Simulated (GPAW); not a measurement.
Crystal: ZnO (zincite).

```xyz
4
Lattice="3.2493 0.0000 0.0000 -1.6247 2.8140 0.0000 0.0000 0.0000 5.2057" Properties=species:S:1:pos:R:3 pbc="T T T"
Zn    1.6247    0.9380    0.0000
Zn    0.0000    1.8760    2.6029
O     0.0000    1.8760    4.5759
O     1.6247    0.9380    1.9730
```

Base run:

| Item | Value |
| --- | --- |
| Program | GPAW 26.7.0 |
| Functional | vdW-DF |
| Potentials or basis | GPAW PAW data sets (gpaw-data 1.2.1) |
| Cutoff | 800 eV |
| Basis | pw |
| k mesh | 6 × 6 × 3 |
| Occupations | fermi-dirac, width 0.05 eV |
| Spin | no spin polarisation |

Its results: band gap on the k mesh 1.09 eV, direct.

**Question.** The run is repeated on the same cell with these changes: functional from vdW-DF to SCAN. What comes out?

**Answer.** Band gap on the k mesh 1.16 eV, direct.
